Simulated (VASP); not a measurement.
# InP: convergence, optical spectrum of independent particles

InP, F-43m (no. 216), 2 atoms in the cell. PBE, independent-particle dielectric function; PAW potentials In_d, P (PBE set). VASP 6.6.1.

Wanted: ε at zero frequency, electronic within 1 %; spectrum (imaginary part of ε) within 10 %.

POSCAR:
```
InP
1.0
    0.0000000000      2.9305000000      2.9305000000
    2.9305000000      0.0000000000      2.9305000000
    2.9305000000      2.9305000000      0.0000000000
In P
1 1
Direct
    0.0000000000      0.0000000000      0.0000000000
    0.7500000000      0.7500000000      0.7500000000
```

The series start from Bands in all (NBANDS): 19; Plane-wave cutoff (eV): 290; Energy points: 2000; k mesh: 8 × 8 × 8; Precision mode: Accurate; Electronic algorithm: Normal. Each series keeps the choices made before it, and each single choice may use up half of a tolerance. Times cover all steps of a run.

## Bands in all (NBANDS)

| Bands in all (NBANDS) | ε at zero frequency, electronic | Spectrum (imaginary part of ε), largest deviation against the largest value | Time (s) |
|---|---|---|---|
| 12 | 14.42 | 4.4 % | 4.2 |
| 15 | 14.88 | 0.84 % | 4.4 |
| 19 | 14.93 | 0.64 % | 4.5 |
| 25 | 14.96 | 0.75 % | 4.8 |
| 33 | 14.98 | 0.51 % | 5.1 |
| 49 (reference) | 15.01 | 0 % | 5.5 |

Chosen: 25, the loosest value from which every tighter one stays within half of the tolerance.

## Plane-wave cutoff (eV)

| Plane-wave cutoff (eV) | ε at zero frequency, electronic | Spectrum (imaginary part of ε), largest deviation against the largest value | Time (s) |
|---|---|---|---|
| 160 | 15.73 | 12 % | 3.1 |
| 200 | 15.09 | 3.3 % | 3.6 |
| 230 | 15 | 2.6 % | 3.6 |
| 290 | 14.96 | 0.79 % | 4.8 |
| 350 (reference) | 14.92 | 0 % | 6.4 |

Chosen: 290.

## Energy points

| Energy points | ε at zero frequency, electronic | Spectrum (imaginary part of ε), largest deviation against the largest value | Time (s) |
|---|---|---|---|
| default | 14.96 | 0.79 % | 4.6 |
| 2000 | 14.96 | 0.084 % | 4.8 |
| 4000 (reference) | 14.96 | 0 % | 5.3 |

Chosen: default.

## k mesh

| k mesh | ε at zero frequency, electronic | Spectrum (imaginary part of ε), largest deviation against the largest value | Time (s) |
|---|---|---|---|
| 4 × 4 × 4 | 44.87 | 373 % | 3.7 |
| 5 × 5 × 5 | 28.35 | 190 % | 3.9 |
| 6 × 6 × 6 | 20.89 | 109 % | 4.1 |
| 8 × 8 × 8 | 14.96 | 45 % | 4.6 |
| 10 × 10 × 10 | 12.94 | 35 % | 5.4 |
| 13 × 13 × 13 | 11.89 | 14 % | 6.9 |
| 16 × 16 × 16 | 11.54 | 16 % | 9.4 |
| 20 × 20 × 20 | 11.38 | 8.9 % | 14 |
| 25 × 25 × 25 (reference) | 11.32 | 0 % | 22 |

Chosen: 25 × 25 × 25; the next looser run is off by more than half of the tolerance, so convergence isn't shown beyond this value.

## Precision mode

| Precision mode | ε at zero frequency, electronic | Spectrum (imaginary part of ε), largest deviation against the largest value | Time (s) |
|---|---|---|---|
| Accurate | 11.32 | 0 % | 22 |
| Normal | 11.32 | 0.0082 % | 14 |
| Single | 11.32 | 0.016 % | 20 |

Chosen: Normal, the fastest of those that stay within half of the tolerance.

## Electronic algorithm

| Electronic algorithm | ε at zero frequency, electronic | Spectrum (imaginary part of ε), largest deviation against the largest value | Time (s) |
|---|---|---|---|
| Normal | 11.32 | 0 % | 14 |
| Fast | 11.32 | 0.25 % | 16 |

Chosen: Normal; no other choice that stays within half of the tolerance saves 30 % of the time.

## All choices together

| Input | ε at zero frequency, electronic | Spectrum (imaginary part of ε), largest deviation against the largest value | Time (s) |
|---|---|---|---|
| all settings of the optics step left to the defaults, ground-state mesh (naive) | 14.82 | 26 % | 4.1 |
| chosen settings | 11.32 | 0.62 % | 14 |
| reference settings throughout | 11.37 | 0 % | 57 |

The chosen settings stay within the tolerance of the reference run, but the reference itself isn't shown to be converged in: k mesh.

## The input

INCAR.step1:
```
EDIFF = 1E-7
ENCUT = 290
GGA = PE
ISMEAR = 0
KPAR = 4
LASPH = T
LCHARG = T
LWAVE = F
PREC = Normal
SIGMA = 0.02
```

INCAR.step2:
```
ALGO = Normal
CSHIFT = 0.1
EDIFF = 1E-6
ENCUT = 290
GGA = PE
ICHARG = 11
ISMEAR = 0
KPAR = 4
LASPH = T
LCHARG = F
LOPTICS = T
LWAVE = F
NBANDS = 25
PREC = Normal
SIGMA = 0.05
```

KPOINTS.step1:
```
k-points
0
Gamma
  8 8 8
```

KPOINTS.step2:
```
Automatic mesh
0
Gamma
  25 25 25
  0 0 0
```

Commands (each step's output is kept before the next begins):
```
cat potpaw_PBE.64/In_d/POTCAR potpaw_PBE.64/P/POTCAR > POTCAR
cp INCAR.step1 INCAR
cp KPOINTS.step1 KPOINTS
mpirun -np 4 vasp_std > vasp.out
cp INCAR.step2 INCAR
cp KPOINTS.step2 KPOINTS
mpirun -np 4 vasp_std > vasp.out
```

Limits: Spin-orbit coupling is left out, which can matter with atoms this heavy; the pull between electron and hole is left out; the onset follows the functional's gap, which semilocal functionals usually make too small.

The chosen input took VASP 6.6.1 14 s on 4 cores (AMD EPYC 9R45 (Zen 5)), a shared host.

## An input that fails: one empty band

It runs to its end, but against the unchanged starting input it is off by 18 % in the ε at zero frequency, electronic, 45 % in the spectrum (imaginary part of ε).

Changes against the starting input:
```
(step 2)
- NBANDS = 19
+ NBANDS = 10
```
